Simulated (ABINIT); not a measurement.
Fe:

```
Fe
1.0
    -1.44300    1.44300    1.44300
     1.44300   -1.44300    1.44300
     1.44300    1.44300   -1.44300
Fe
1
Direct
  0.00000 0.00000 0.00000
```

Base run:

- Program: ABINIT 10.8.3 (patched build)
- Functional: LDA
- Potentials or basis: JTH PAW LDA v2.0
- Cutoff: 463 eV
- k mesh: 13 × 13 × 13
- Occupations: fermi-dirac, width 0.05 eV
- Spin: collinear spin, ferromagnetic start
- Starting moments: [3.0] μB

Its results: band gap on the k mesh none (metal or under the smearing width); net moment 2.20 μB per cell; site moments Fe +2.23 μB.

Q: The run is repeated on the same cell with these changes: k mesh from 13 × 13 × 13 to 8 × 8 × 8. What comes out?

A: Band gap on the k mesh none (metal or under the smearing width); net moment 2.34 μB per cell; site moments Fe +2.37 μB.

Caveats: some runs use coarse meshes.
